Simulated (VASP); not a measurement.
Computed with PBEsol GGA, VASP's PBE PAW potentials (set 64) (plane waves; VASP 6.6.1).

VASP ran on this input.

### KPOINTS
```
Automatic mesh
0
Gamma
6 6 6
0 0 0
```

**INCAR**
```
# general
SYSTEM =CsI
PREC   =Accurate
ENCUT  =480
LREAL  =F
LASPH  =T

# electronic loop
EDIFF  =1E-7
NELM   =100
ALGO   =Normal
LMAXMIX=4

# smearing
ISMEAR =0
SIGMA  =0.05

# functional
GGA    =PS

# ions
ISIF   =2

# output
LWAVE  =F
LCHARG =F
```

**POSCAR**
```
CsI
4.5164470
  0.9999999589   0.0000000000   0.0000000000
  0.0000000000   0.9999999589   0.0000000000
  0.0000000000   0.0000000000   0.9999999589
Cs I
1 1
Cart
  0.0000000000   0.0000000000   0.0000000000
  0.4999999794   0.4999999794   0.4999999794
```

POTCAR, in this order: Cs_sv I (PBE.64 set). Program: vasp_std.

Output

**OSZICAR**
```
       N       E                     dE             d eps       ncg     rms          rms(c)
DAV:   1     0.874761733476E+02    0.87476E+02   -0.59472E+03   480   0.103E+03
DAV:   2     0.773398109761E+00   -0.86703E+02   -0.81774E+02   736   0.163E+02
DAV:   3    -0.582218085366E+01   -0.65956E+01   -0.65806E+01   600   0.515E+01
DAV:   4    -0.590454254902E+01   -0.82362E-01   -0.82343E-01   568   0.726E+00
DAV:   5    -0.590553005448E+01   -0.98751E-03   -0.98748E-03   592   0.819E-01    0.140E+00
DAV:   6    -0.579646527171E+01    0.10906E+00   -0.14604E-01   512   0.186E+00    0.102E+00
DAV:   7    -0.577251093068E+01    0.23954E-01   -0.11453E-01   540   0.168E+00    0.485E-01
DAV:   8    -0.577436872285E+01   -0.18578E-02   -0.75297E-03   536   0.564E-01    0.867E-02
DAV:   9    -0.577461040488E+01   -0.24168E-03   -0.57545E-04   560   0.166E-01    0.601E-02
DAV:  10    -0.577467694552E+01   -0.66541E-04   -0.11104E-04   540   0.641E-02    0.127E-02
DAV:  11    -0.577467603271E+01    0.91281E-06   -0.33586E-05   576   0.304E-02    0.427E-03
DAV:  12    -0.577467617063E+01   -0.13792E-06   -0.28769E-06   572   0.112E-02    0.929E-04
DAV:  13    -0.577467620453E+01   -0.33897E-07   -0.11557E-07   424   0.245E-03
   1 F= -.57746762E+01 E0= -.57746762E+01  d E =-.403917E-15
```

**OUTCAR**
```
------------------------ aborting loop because EDIFF is reached ----------------------------------------
  FORCE on cell =-STRESS in cart. coord.  units (eV):
  Direction    XX          YY          ZZ          XY          YZ          ZX
  --------------------------------------------------------------------------------------
  Total       -0.0172218     -0.0172218     -0.0172218      0.0000000      0.0000000     -0.0000000
  in kB       -0.2995014     -0.2995014     -0.2995014      0.0000000      0.0000000     -0.0000000
  external PRESSURE =      -0.2995014 kB  Pullay stress =       0.0000000 kB
  volume of cell :       92.13
      direct lattice vectors                 reciprocal lattice vectors
     4.516446814  0.000000000  0.000000000     0.221412991  0.000000000  0.000000000
     0.000000000  4.516446814  0.000000000     0.000000000  0.221412991  0.000000000
     0.000000000  0.000000000  4.516446814     0.000000000  0.000000000  0.221412991
 POSITION                                       TOTAL-FORCE (eV/Angst)
 -----------------------------------------------------------------------------------
      0.00000      0.00000      0.00000         0.000000      0.000000      0.000000
      2.25822      2.25822      2.25822         0.000000      0.000000      0.000000
 -----------------------------------------------------------------------------------
    total drift:                                0.000000      0.000000     -0.000000
  FREE ENERGIE OF THE ION-ELECTRON SYSTEM (eV)
  ---------------------------------------------------
  free  energy   TOTEN  =        -5.7746762045 eV

  energy  without entropy=       -5.7746762045  energy(sigma->0) =       -5.77467620
```
(Selected blocks of OUTCAR.)

The compound is CsI in the CsCl type structure. It was relaxed first.
